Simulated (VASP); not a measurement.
# Ge, self-consistent run: which settings are enough?

Ge, P1 (no. 1), 4 atoms in the cell. PBE; PAW potentials Ge_d (PBE set). VASP 6.6.1. The atoms are moved at random off their ideal places.

Wanted: energy within 1 meV/atom; forces within 0.005 eV/Å; pressure within 0.1 GPa.

POSCAR:
```
Ge
1.0
    3.9975858431      0.0000000000      0.0000000000
   -1.9987929216      3.4620108940      0.0000000000
    0.0000000000      0.0000000000      6.5993779500
Ge
4
Direct
    0.3399880000      0.6678660000      0.9372610000
    0.6609320000      0.3284920000      0.4375960000
    0.3334910000      0.6697470000      0.5636910000
    0.6684720000      0.3321510000      0.0645940000
```

## One numerical tag moved

| One numerical tag moved | Energy less reference (meV/atom) | Forces, largest deviation (eV/Å) | Pressure (GPa) | SCF iterations | Time (s) |
|---|---|---|---|---|---|
| default | 0.0 | 0.0000 | 2.97 | 15 | 124 |
| RANDOM_GENERATOR = pcg_32 | 0.0 | 0.0000 | 2.95 | 14 | 111 |
| DEPER = 0.05 | 0.0 | 0.0000 | 3.00 | 14 | 138 |
| NDAV = 8 | 0.0 | 0.0000 | 2.97 | 15 | 112 |
| DEPER = 0.6 | 0.0 | 0.0001 | 2.96 | 15 | 119 |
| LCORR = F | 0.0 | 0.0006 | 2.96 | 15 | 123 |
| WEIMIN = 0.0 | 0.0 | 0.0000 | 2.97 | 15 | 118 |
| NDAV = 2 | 0.0 | 0.0000 | 2.97 | 15 | 114 |
| EBREAK = 1e-10 | 0.0 | 0.0001 | 2.97 | 15 | 118 |

## Question

For each series: keep the first row unless others stay within half of the tolerance and take at least 30 % less time, and then take the fastest.

## Answer

- one numerical tag moved: default

## The input

INCAR:
```
  ALGO = Normal
  EDIFF = 1E-7
  ENCUT = 520
  ISIF = 2
  ISMEAR = 0
  LASPH = True
  LCHARG = False
  LREAL = False
  LWAVE = False
  NELM = 100
  PREC = Accurate
  SIGMA = 0.02
```

KPOINTS:
```
k-points
0
Gamma
  7 7 4
```

Commands:
```
cat potpaw_PBE.64/Ge_d/POTCAR > POTCAR
mpirun -np 1 vasp_std > vasp.out
```

The chosen input took VASP 6.6.1 124 s on 1 core (Intel Xeon 6975P-C (Granite Rapids)), a shared host.

## An input that fails: LMAXPAW = -1 without LASPH

It runs to its end, but against the unchanged starting input it is off by 5.2 meV/atom in the energy, 0.0011 eV/Å in the forces, 0.04 GPa in the pressure.

Changes against the starting input:
```
- LASPH = True
+ LASPH = False
+ LMAXPAW = -1
```
